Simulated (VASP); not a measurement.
# MnO (P-6m2) in VASP: further runs, part 2 of 2

VASP 6.6.1. Earlier steps stand in the parts before.

## Step 5: Single point, PBE+U, collinear spin, ferromagnetic start

This run uses another cell than the first one: it holds 2 atoms, not 4.

INCAR reads:

```
  PREC = Accurate
  ENCUT = 520
  EDIFF = 1E-6
  ISMEAR = 0
  SIGMA = 0.05
  LREAL = False
  LASPH = True
  NELM = 150
  ALGO = Fast
  ISIF = 2
  LWAVE = False
  LCHARG = True
  ISPIN = 2
  MAGMOM = 4 0
  LORBIT = 11
  LMAXMIX = 4
  LDAU = True
  LDAUTYPE = 2
  LDAUL = 2 -1
  LDAUU = 2 0
  LDAUJ = 0 0
  LDAUPRINT = 1
  GGA = PE
  LELF = True
  LVHAR = True
```

KPOINTS reads:

```
regular mesh
0
Gamma
  7 7 7
```

POSCAR reads:

```
MnO
1.0
    2.9694859100      0.0000000000      0.0000000000
   -1.4847429600      2.5716502300      0.0000000000
    0.0000000000      0.0000000000      2.8980711300
Mn O
1 1
Direct
    0.0000000000      0.0000000000      0.0000000000
    0.6666666667      0.3333333333      0.5000000000
```

Potentials or basis: VASP PAW PBE potentials, release 64 (Mn_pv, O).

On the command line:

```
$ cat potpaw_PBE.64/Mn_pv/POTCAR potpaw_PBE.64/O/POTCAR > POTCAR
$ mpirun -np 1 vasp_std > vasp.out
```

OUTCAR:

```text
PREC = Accurate
   ENCUT = 520
   EDIFF = 1E-6
   ISMEAR = 0
   LREAL = False
   LASPH = True
   NELM = 150
   ISIF = 2
   ISPIN = 2
   LORBIT = 11
   GGA = PE

 ion  position               nearest neighbor table
   1  0.000  0.000  0.000-   2 2.24   2 2.24   2 2.24   2 2.24   2 2.24   2 2.24
   2  0.667  0.333  0.500-   1 2.24   1 2.24   1 2.24   1 2.24   1 2.24   1 2.24

  LATTYP: Found a hexagonal cell.
 ALAT       =     2.9694859100
 C/A-ratio  =     0.9759504567

  Lattice vectors:

 A1 = (   2.9694859100,   0.0000000000,   0.0000000000)
 A2 = (  -1.4847429600,   2.5716502300,   0.0000000000)
 A3 = (   0.0000000000,   0.0000000000,   2.8980711300)

Analysis of symmetry for initial positions (statically):
=====================================================================
 Subroutine PRICEL returns:
 Original cell was already a primitive cell.

 Routine SETGRP: Setting up the symmetry group for a
 hexagonal supercell.

 Subroutine GETGRP returns: Found 12 space group operations
 (whereof 12 operations were pure point group operations)
[... 1084 lines left out ...]
      6       2.2569      1.00000
      7       2.6961      1.00000
      8       8.5732      0.00000
      9      10.1205      0.00000
     10      10.4304      0.00000
     11      10.7198      0.00000
     12      11.0669      0.00000
     13      15.1521      0.00000
     14      17.0177      0.00000
     15      19.8608      0.00000

 [... further k-points ...]
[... 5 lines left out ...]
  --------------------------------------------------------------------------------------
  -------------------------------------------------------------------------------------
  Total        1.5501607      1.5501607     -1.0458021     -0.0000000      0.0000000     -0.0000000
  in kB      112.2238297    112.2238293    -75.7108050     -0.0000002      0.0000000     -0.0000000
  external PRESSURE =      49.5789513 kB  Pullay stress =       0.0000000 kB

 VOLUME and BASIS-vectors are now :
 -----------------------------------------------------------------------------
  energy-cutoff  :      520.00
  volume of cell :       22.13
      direct lattice vectors                 reciprocal lattice vectors
     2.969485910  0.000000000  0.000000000     0.336758628  0.194427685  0.000000000
    -1.484742960  2.571650230  0.000000000     0.000000000  0.388855369  0.000000000
     0.000000000  0.000000000  2.898071130     0.000000000  0.000000000  0.345057093

 POSITION                                       TOTAL-FORCE (eV/Angst)
 -----------------------------------------------------------------------------------
      0.00000      0.00000      0.00000        -0.000000      0.000000      0.000000
      1.48474      0.85722      1.44904         0.000000     -0.000000      0.000000
 -----------------------------------------------------------------------------------
    total drift:                               -0.000000      0.000000      0.000000

  FREE ENERGIE OF THE ION-ELECTRON SYSTEM (eV)
  ---------------------------------------------------
  free  energy   TOTEN  =       -15.4185519819 eV

  energy  without entropy=      -15.4183207217  energy(sigma->0) =      -15.41843635

 total charge

# of ion       s       p       d       tot
------------------------------------------
    1        0.213   6.187   4.941  11.342
    2        1.559   3.427   0.000   4.986
--------------------------------------------------
tot          1.772   9.614   4.941  16.328

 magnetization (x)

# of ion       s       p       d       tot
------------------------------------------
    1        0.034   0.039   4.460   4.533
    2        0.025   0.169   0.000   0.194
--------------------------------------------------
tot          0.059   0.208   4.460   4.727
```

OSZICAR:

```text
N       E                     dE             d eps       ncg     rms          rms(c)
DAV:   1     0.162113433811E+03    0.16211E+03   -0.11255E+04  1920   0.149E+03
DAV:   2    -0.934938188911E+01   -0.17146E+03   -0.16244E+03  2067   0.389E+02
DAV:   3    -0.170099531676E+02   -0.76606E+01   -0.75921E+01  2186   0.915E+01
DAV:   4    -0.170725672035E+02   -0.62614E-01   -0.62606E-01  2270   0.875E+00
DAV:   5    -0.170733709911E+02   -0.80379E-03   -0.80378E-03  2305   0.975E-01    0.142E+01
RMM:   6    -0.154031437568E+02    0.16702E+01   -0.98912E+00  2144   0.265E+01    0.151E+01
RMM:   7    -0.154400588720E+02   -0.36915E-01   -0.64527E-01  2112   0.784E+00    0.839E+00
RMM:   8    -0.154295878944E+02    0.10471E-01   -0.67128E-02  2205   0.273E+00    0.456E+00
RMM:   9    -0.154186384013E+02    0.10949E-01   -0.38515E-02  2157   0.248E+00    0.735E-01
RMM:  10    -0.154183147447E+02    0.32366E-03   -0.66846E-03  2213   0.934E-01    0.163E-01
RMM:  11    -0.154184714670E+02   -0.15672E-03   -0.87692E-04  2265   0.359E-01    0.611E-02
RMM:  12    -0.154185194476E+02   -0.47981E-04   -0.20363E-04  2268   0.160E-01    0.453E-02
RMM:  13    -0.154185421585E+02   -0.22711E-04   -0.45029E-05  2252   0.835E-02    0.137E-02
RMM:  14    -0.154185517022E+02   -0.95437E-05   -0.13290E-05  2225   0.423E-02    0.661E-03
RMM:  15    -0.154185519819E+02   -0.27972E-06   -0.31004E-06  1674   0.177E-02
   1 F= -.15418552E+02 E0= -.15418436E+02  d E =-.231260E-03  mag=     5.0000
```

Wall time 15 s (1 thread of Intel Xeon Platinum 8488C (Sapphire Rapids), shared host); peak memory 0.15 GiB.

Results:

```
Free energy                                           : -15.4186 eV
Pressure                                              : 5.0 GPa
Band gap on the k mesh                                : none (metal or under the smearing width)
Net moment                                            : 5.00 μB per cell
Site moments                                          : Mn +4.53; O +0.19 μB
Valence electrons inside the program's atomic spheres : Mn 11.34; O 4.99
```

Eigenvalues of the final occupation matrices:
| site | spin | trace | eigenvalues |
| --- | --- | --- | --- |
| site 1 d | 1 | 4.72 | 0.93 0.93 0.93 0.96 0.96 |
| site 1 d | 2 | 0.25 | 0.02 0.04 0.04 0.07 0.07 |

Caveat: a cell with one magnetic atom can't hold antiferromagnetic order, which such compounds often take.

## Step 6: Overview

```tsv
level	potentials or basis	spin	U	fixed moment (μB)	k mesh	supercell matrix	gap on the mesh (eV)	pressure (GPa)	moment (μB)
LDA+U	VASP PAW LDA potentials, release 64 (Mn_pv, O)	collinear, ferrimagnetic start	Mn d U = 6 eV	-	6 × 4 × 7	[1, 1, 0, -1, 1, 0, 0, 0, 1]	1.04	-7.9	0.00
LDA+U	VASP PAW LDA potentials, release 64 (Mn_pv, O)	collinear, random start	Mn d U = 6 eV	-	7 × 7 × 7	-	0.49	-4.5	5.00
LDA+U	VASP PAW LDA potentials, release 64 (Mn_pv, O)	collinear, ferromagnetic start	Mn d U = 6 eV	0	7 × 7 × 7	-	-	-20.3	0.00
PBE+U	VASP PAW PBE potentials, release 64 (Mn_pv, O)	collinear, ferromagnetic start	Mn d U = 2 eV	-	7 × 7 × 7	-	none	5.0	5.00
```

Alike in all rows: task single point; cell as given; cutoff (eV) 520; smearing gaussian 0.05 eV.

Caveats: an odd mesh through Γ misses points on the zone boundary, where band edges often lie (some runs); a cell with one magnetic atom can't hold antiferromagnetic order, which such compounds often take (some runs); the moment is held away from its start (some runs); the total moment is fixed, so each spin has its own Fermi level (some runs).

Total energies depend on the potentials used, so only differences within one code and one set of settings carry meaning.
